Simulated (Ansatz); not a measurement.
**SiO2: under pressure**

One table from this session's results is given with a row withheld; the runs are named, their logs left out.

Program: Ansatz 0.2.0. Level of theory: DFT LDA, scalar-relativistic, plane waves, PAW. These are calculated values, not measurements.

2 further runs of the same task are left out: 2 set aside as unsound or not needed.

### The system as given

It takes space group P4_32_12 (No. 96, tetragonal). Conventional cell: a = 4.948 Å, b = 4.948 Å, c = 6.878 Å, α = 90.00°, β = 90.00°, γ = 90.00°. Si (site symmetry 2) is surrounded by 4 O at 1.61 Å. O (site symmetry 1) has 2 Si at 1.61 Å in its first shell of neighbours.

Structure file:

```xyz
12
Lattice="4.9483 0.0000 0.0000 0.0000 4.9483 0.0000 0.0000 0.0000 6.8783" Properties=species:S:1:pos:R:3 pbc="T T T"
Si    0.9706    0.9706    0.0000
Si    1.5036    3.4448    5.1587
Si    3.4448    1.5036    1.7196
Si    3.9777    3.9777    3.4392
O     3.0298    3.6495    4.6967
O     1.9185    1.2988    1.2576
O     3.6495    3.0298    2.1816
O     1.1753    4.3927    6.4163
O     1.2988    1.9185    5.6207
O     0.5557    3.7730    3.9011
O     4.3927    1.1753    0.4620
O     3.7730    0.5557    2.9772
```

It goes back to an entry of the Materials Project, which need not be the stable form.

It is the result of an earlier relaxation at this level (volume 14.04 Å³/atom; gap on the mesh: 5.55 eV).

Set-up of the first run:

Input file input.yaml:

```yaml
crystal:
  lattice:
    - [4.9798141515, 0.0, 0.0]
    - [0.0, 4.9798141515, 0.0]
    - [0.0, 0.0, 6.9220425918]
  atoms:
    - { symbol: Si, position: [0.1961473897, 0.1961473897, 0.0] }
    - { symbol: Si, position: [0.3038526103, 0.6961473897, 0.75] }
    - { symbol: Si, position: [0.6961473897, 0.3038526103, 0.25] }
    - { symbol: Si, position: [0.8038526103, 0.8038526103, 0.5] }
    - { symbol: O, position: [0.6122954414, 0.737522282, 0.6828353919] }
    - { symbol: O, position: [0.3877045586, 0.262477718, 0.1828353919] }
    - { symbol: O, position: [0.737522282, 0.6122954414, 0.3171646081] }
    - { symbol: O, position: [0.237522282, 0.8877045586, 0.9328353919] }
    - { symbol: O, position: [0.262477718, 0.3877045586, 0.8171646081] }
    - { symbol: O, position: [0.1122954414, 0.762477718, 0.5671646081] }
    - { symbol: O, position: [0.8877045586, 0.237522282, 0.0671646081] }
    - { symbol: O, position: [0.762477718, 0.1122954414, 0.4328353919] }
basis:
  ecutwfc: 420
kpoints:
  mp_grid: { grid: [6, 6, 4] }
hamiltonian:
  xc: lda
scf:
  occupations: { method: gaussian, width: 0.02 }
output:
  forces: true
  stress: true
  eigenvalues: true
relax:
  adjacent_minimum: "off"
  f_tol: 0.008
  max_steps: 50
  cell: { stress_tol: 0.08, p_target: -2.0 }
```

On the command line:

```
$ ansatz run input.yaml --threads 2 --pin off --max-ram 5120MiB --backend cpu --events-out ev --progress --plain --runs-dir out
```

Steps of the session up to this table: Target pressure -2 GPa; The gap over the whole zone at -2 GPa; 2 GPa; Band edges over the zone at 2 GPa; 5 GPa; Band edges over the zone at 5 GPa; Target pressure 10 GPa; Seeking the band edges at 10 GPa; Relaxing at 20 GPa; Seeking the band edges at 20 GPa.

One of the session's tables, all rows but one given; the rest of the session is left out.

Lengths are those of the vectors of the cell that was run:

```
P (GPa)  V (Å³/atom)  a (Å)  b (Å)  c (Å)  ΔH (eV/atom)
     -2        16.92  5.236  5.236  7.403        -0.194
      0        14.04  4.948  4.948  6.878         0.000
      2        12.34  4.767  4.767  6.517         0.163
      5        11.23  4.640  4.640  6.256         0.382
     10            ?      ?      ?      ?             ?
     20         9.29  4.383  4.383  5.800         1.323
```

**Question.** Estimate the row for P (GPa) = 10.

Worked estimate for «V (Å³/atom)». A straight line through the neighbours (5, 11.23) and (20, 9.29) gives 11.23 + (9.29 − 11.23) × (10 − 5) / (20 − 5) = 10.58; a parabola fitted to 3 rows on both sides gives 9.91.

The run gave: V (Å³/atom): 10.28; a (Å): 4.526; b (Å): 4.526; c (Å): 6.020; ΔH (eV/atom): 0.716. In «V (Å³/atom)» the line misses by +0.30 and the parabola by -0.37.

ΔH is E + PV over the energy at zero pressure; a, b and c are the vectors of the computed cell.
